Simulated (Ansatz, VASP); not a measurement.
Two plane-wave programs on BaS

The input INCAR:

```
SYSTEM = BaS
PREC = Accurate
ENCUT = 520
EDIFF = 1E-6
ISMEAR = 0
SIGMA = 0.01
LREAL = .FALSE.
LASPH = .TRUE.
NELM = 80
ALGO = Normal
ISIF = 2
LWAVE = .FALSE.
LCHARG = .FALSE.
GGA = PE
NBANDS = 15
```

Contents of KPOINTS:

```
Automatic mesh
0
G
  6 6 6
  0 0 0
```

POSCAR

```
BaS
1.0
    0.0000000000      3.4838597264      3.4838597264
    3.4838597264      0.0000000000      3.4838597264
    3.4838597264      3.4838597264      0.0000000000
Ba S
1 1
Direct
    0.0000000000      0.0000000000      0.0000000000
    0.2500000000      0.2500000000      0.2500000000
```

Input for Ansatz:

```yaml
crystal:
  lattice:
    - [0.0, 3.4838597264, 3.4838597264]
    - [3.4838597264, 0.0, 3.4838597264]
    - [3.4838597264, 3.4838597264, 0.0]
  atoms:
    - { symbol: Ba, position: [0.0, 0.0, 0.0] }
    - { symbol: S, position: [0.25, 0.25, 0.25] }
kpoints:
  mp_grid: { grid: [6, 6, 6] }
hamiltonian:
  xc: pbe
scf:
  occupations: { method: fixed }
  n_extra_bands: 4
output:
  forces: true
  stress: true
  eigenvalues: true
```

Alike in both runs: task single point; functional PBE; k mesh 6 × 6 × 6; no spin polarisation.

|  | VASP | Ansatz |
| --- | --- | --- |
| version | VASP 6.6.1 | Ansatz 0.2.0 |
| potentials or method | VASP PAW PBE potentials, release 64 (Ba_sv, S) | plane waves, PAW |
| plane-wave cutoff (eV) | 520 | 420 |
| occupations | gaussian, width 0.01 eV | fixed |
| valence electrons in the cell | 16 | 16 |

|  | VASP | Ansatz | Ansatz less VASP |
| --- | --- | --- | --- |
| gap on the k mesh at the Fermi level (eV) | 2.81 | 2.79 | -0.019 |
| pressure (GPa) | 1.3 | 0.9 | -0.46 |

Caveats: spin-orbit coupling is left out, which moves the levels of the heavy elements. PBE gaps usually lie below the measured ones, often by a third to a half. A k mesh can miss the band edges.
